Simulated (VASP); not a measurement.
# BaTiO3 (Pm-3m) in VASP: notebook, part 2 of 2

VASP 6.6.1. The steps go on from the part before.

### 3 Single point, PBE

Input file INCAR:

```
  PREC = Low
  ENCUT = 460
  EDIFF = 1E-7
  ISMEAR = 0
  SIGMA = 0.05
  LREAL = False
  LASPH = True
  NELM = 100
  ALGO = Normal
  ISIF = 2
  LWAVE = False
  LCHARG = False
  GGA = PE
  NBANDS = 28
  ADDGRID = False
```

Input file KPOINTS:

```
regular mesh
0
Gamma
  4 4 4
```

Input file POSCAR:

```
BaTiO3
1.0
    4.0060000000      0.0000000000      0.0000000000
    0.0000000000      4.0060000000      0.0000000000
    0.0000000000      0.0000000000      4.0060000000
Ba Ti O
1 1 3
Direct
    0.5000000000      0.5000000000      0.5000000000
    0.0000000000      0.0000000000      0.0000000000
    0.0000000000      0.0000000000      0.5000000000
    0.0000000000      0.5000000000      0.0000000000
    0.5000000000      0.0000000000      0.0000000000
```

Potentials or basis: VASP PAW PBE potentials, release 64 (Ba_sv, Ti_sv, O).

Run with:

```console
$ cat potpaw_PBE.64/Ba_sv/POTCAR potpaw_PBE.64/Ti_sv/POTCAR potpaw_PBE.64/O/POTCAR > POTCAR
$ mpirun -np 1 vasp_std > vasp.out
```

Wall time 5.6 s (1 thread of Intel Xeon 6975P-C (Granite Rapids), shared host); peak memory 0.12 GiB.

These settings aren't checked as converged: the numbers below hold their error.

What came out:

| Item | Value |
| --- | --- |
| Free energy | -39.9715 eV |
| Pressure | 2.6 GPa |
| Band gap on the k mesh | 1.72 eV, indirect (least direct gap 1.87 eV) |

Caveat: the cutoff is under 1.25 times the usual one of these potentials, so pressure, stress and relaxed cells hold a basis-set (Pulay) error; spin-orbit coupling is left out, which moves the levels of the heavy elements.

### 4 Single point, PBE

INCAR: that of step 3 with these lines changed.

```diff
@@ -1,2 +1,2 @@
-  PREC = Low
+  PREC = Accurate
   ENCUT = 460
@@ -5,3 +5,3 @@
   SIGMA = 0.05
-  LREAL = False
+  LREAL = Auto
   LASPH = True
```

KPOINTS is that of step 3.

POSCAR is that of step 3.

Potentials or basis: VASP PAW PBE potentials, release 64 (Ba_sv, Ti_sv, O).

Run with:

```console
$ cat potpaw_PBE.64/Ba_sv/POTCAR potpaw_PBE.64/Ti_sv/POTCAR potpaw_PBE.64/O/POTCAR > POTCAR
$ mpirun -np 1 vasp_std > vasp.out
```

OUTCAR:

```text
PREC = Accurate
   ENCUT = 460
   EDIFF = 1E-7
   ISMEAR = 0
   LREAL = Auto
   LASPH = True
   NELM = 100
   ISIF = 2
   GGA = PE

 Found     10 irreducible k-points:

 Following reciprocal coordinates:
            Coordinates               Weight
  0.000000  0.000000  0.000000      1.000000
  0.250000  0.000000  0.000000      6.000000
  0.500000  0.000000  0.000000      3.000000
  0.250000  0.250000  0.000000     12.000000
  0.500000  0.250000  0.000000     12.000000
  0.500000  0.500000  0.000000      3.000000
[... 266 lines left out ...]
  --------------------------------------------------------------------------------------
  -------------------------------------------------------------------------------------
  Total        1.0647949      1.0647949      1.0647949      0.0000000      0.0000000     -0.0000000
  in kB       26.5365045     26.5365045     26.5365045      0.0000000      0.0000000     -0.0000000
  external PRESSURE =      26.5365045 kB  Pullay stress =       0.0000000 kB

 VOLUME and BASIS-vectors are now :
 -----------------------------------------------------------------------------
  energy-cutoff  :      460.00
  volume of cell :       64.29
      direct lattice vectors                 reciprocal lattice vectors
     4.006000000  0.000000000  0.000000000     0.249625562  0.000000000  0.000000000
     0.000000000  4.006000000  0.000000000     0.000000000  0.249625562  0.000000000
     0.000000000  0.000000000  4.006000000     0.000000000  0.000000000  0.249625562

 POSITION                                       TOTAL-FORCE (eV/Angst)
 -----------------------------------------------------------------------------------
      2.00300      2.00300      2.00300         0.000000      0.000000      0.000000
      0.00000      0.00000      0.00000         0.000000      0.000000      0.000000
      0.00000      0.00000      2.00300         0.000000      0.000000      0.000000
      0.00000      2.00300      0.00000         0.000000      0.000000      0.000000
      2.00300      0.00000      0.00000         0.000000      0.000000      0.000000
 -----------------------------------------------------------------------------------
    total drift:                               -0.000000      0.000000     -0.000000

  FREE ENERGIE OF THE ION-ELECTRON SYSTEM (eV)
  ---------------------------------------------------
  free  energy   TOTEN  =       -39.9619808990 eV

  energy  without entropy=      -39.9619808990  energy(sigma->0) =      -39.96198090
```

stdout:

```text
POSCAR found type information on POSCAR BaTiO
 POSCAR found :  3 types and       5 ions
 scaLAPACK will be used
 -----------------------------------------------------------------------------
|                                                                             |
|                                                                             |
|     You have a (more or less) 'small supercell' and for smaller cells       |
|     it is recommended to use the reciprocal-space projection scheme!        |
|     The real-space optimization is not efficient for small cells and it     |
|     is also less accurate ...                                               |
|     Therefore, set LREAL=.FALSE. in the INCAR file.                         |
|                                                                             |
 -----------------------------------------------------------------------------

 LDA part: xc-table for (Slater+PW92), standard interpolation
 POSCAR, INCAR and KPOINTS ok, starting setup
 FFT: planning ... GRIDC
 FFT: planning ... GRID_SOFT
 FFT: planning ... GRID
 WAVECAR not read
 entering main loop
```

Run time: 12 s. Hardware: 1 thread of Intel Xeon 6975P-C (Granite Rapids), shared host; peak memory 0.16 GiB.

These settings aren't checked as converged: the numbers below hold their error.

What came out:

```yaml
Free_energy: -39.9620 eV
Pressure: 2.7 GPa
Band_gap_on_the_k_mesh: 1.72 eV, indirect (least direct gap 1.87 eV)
```

Caveat: the cutoff is under 1.25 times the usual one of these potentials, so pressure, stress and relaxed cells hold a basis-set (Pulay) error; spin-orbit coupling is left out, which moves the levels of the heavy elements.

### 5 Single point, PBE

INCAR: that of step 4 with these lines changed.

```diff
@@ -2,6 +2,6 @@
   ENCUT = 460
-  EDIFF = 1E-7
+  EDIFF = 0.001
   ISMEAR = 0
   SIGMA = 0.05
-  LREAL = Auto
+  LREAL = False
   LASPH = True
```

KPOINTS is that of step 4.

POSCAR is that of step 4.

Run with:

```console
$ cat potpaw_PBE.64/Ba_sv/POTCAR potpaw_PBE.64/Ti_sv/POTCAR potpaw_PBE.64/O/POTCAR > POTCAR
$ mpirun -np 1 vasp_std > vasp.out
```

It took 5.7 s on 1 thread of Intel Xeon 6975P-C (Granite Rapids), shared host; peak memory 0.16 GiB.

The run converged, but some of its settings lie outside the range that counts as converged, so its numbers aren't taken as properties of the crystal.

What came out:

- Free energy: -39.9620 eV
- Pressure: 2.0 GPa
- Band gap on the k mesh: 1.72 eV, indirect (least direct gap 1.86 eV)

Caveat: the cutoff is under 1.25 times the usual one of these potentials, so pressure, stress and relaxed cells hold a basis-set (Pulay) error; spin-orbit coupling is left out, which moves the levels of the heavy elements.

### 6 Single point, PBE

INCAR: that of step 5 with these lines changed.

```diff
@@ -2,3 +2,3 @@
   ENCUT = 460
-  EDIFF = 0.001
+  EDIFF = 1E-5
   ISMEAR = 0
```

KPOINTS is that of step 5.

POSCAR is that of step 5.

Potentials or basis: VASP PAW PBE potentials, release 64 (Ba_sv, Ti_sv, O).

Run with:

```console
$ cat potpaw_PBE.64/Ba_sv/POTCAR potpaw_PBE.64/Ti_sv/POTCAR potpaw_PBE.64/O/POTCAR > POTCAR
$ mpirun -np 1 vasp_std > vasp.out
```

Wall time 7.7 s (1 thread of Intel Xeon 6975P-C (Granite Rapids), shared host); peak memory 0.16 GiB.

The run converged, but some of its settings lie outside the range that counts as converged, so its numbers aren't taken as properties of the crystal.

Results:

```
Free energy            : -39.9620 eV
Pressure               : 2.7 GPa
Band gap on the k mesh : 1.72 eV, indirect (least direct gap 1.87 eV)
```

Caveat: the cutoff is under 1.25 times the usual one of these potentials, so pressure, stress and relaxed cells hold a basis-set (Pulay) error; spin-orbit coupling is left out, which moves the levels of the heavy elements.

### 7 The reference run

An earlier run on the cell as given: functional PBEsol; potentials or basis VASP PAW PBE potentials, release 64 (Ba_sv, Ti_sv, O); cutoff 520 eV; k mesh 7 × 7 × 7; occupations fermi-dirac, width 0.05 eV; no spin polarisation.

- Pressure: -2.8 GPa
- Band gap on the k mesh: 1.76 eV, indirect (least direct gap 1.84 eV)
